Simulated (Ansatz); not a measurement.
Write the native input for Ansatz 0.2.0 that does the following.

```yaml
Task: projected density of states
Functional: BLYP
Dispersion: D3(BJ)-ATM
Potentials_or_basis: Ansatz PAW
Cutoff: "420 eV (not typed: the program's choice for these potentials)"
k_mesh: 7 × 7 × 7
Occupations: tetrahedron
Spin: no spin polarisation
```

Crystal: Rb.

```
Rb
1.0
    -3.18265    3.18265    2.94171
     3.18265   -3.18265    2.94171
     3.18265    3.18265   -2.94171
Rb
1
Direct
  0.00000 0.00000 0.00000
```

This isn't the form of Rb at room conditions, which is bcc.

The cell isn't the ideal one: volume scaled by 1.25.

These files were run (other wordings do the same):

input.yaml

```yaml
crystal:
  lattice:
    - [-3.1826514233, 3.1826514233, 2.9417138111]
    - [3.1826514233, -3.1826514233, 2.9417138111]
    - [3.1826514233, 3.1826514233, -2.9417138111]
  atoms:
    - { symbol: Rb, position: [0.0, 0.0, 0.0] }
hamiltonian:
  xc: blyp
  pseudopotentials: { kind: paw }
  dispersion: d3bjatm
kpoints:
  mp_grid: { grid: [7, 7, 7] }
scf:
  occupations: { method: tetrahedron }
  n_extra_bands: 6
output:
  forces: true
  stress: true
  dos: { projected: true, de: 0.05, nscf_kmesh: { grid: [11, 11, 11] } }
  write_density: true
  write_potential: true
  elf: true
  volumetric_format: npy
```

Potentials or basis: Ansatz PAW.

Command:

```bash
$ ansatz run input.yaml --threads 1 --pin off --max-ram 2560MiB --backend cpu --events-out ev --progress --plain --runs-dir out
```

It gave:

The pressure is -0.6 GPa and the band gap on the k mesh is none (metal or under the smearing width). The density of states at the Fermi level is 1.13 states/eV per cell.

Caveat: pairwise dispersion overbinds metals, which lowers pressure and volume; the PAW data sets come from PBE, with cores solved anew for the run's functional, which leaves a small shift of forces and pressure; with tetrahedron occupations forces and stress needn't match the slope of the energy.

Run time: 3.3 s on 1 thread of Intel(R) Xeon(R) 6975P-C (Granite Rapids), on a shared host, peak memory 0.43 GiB.
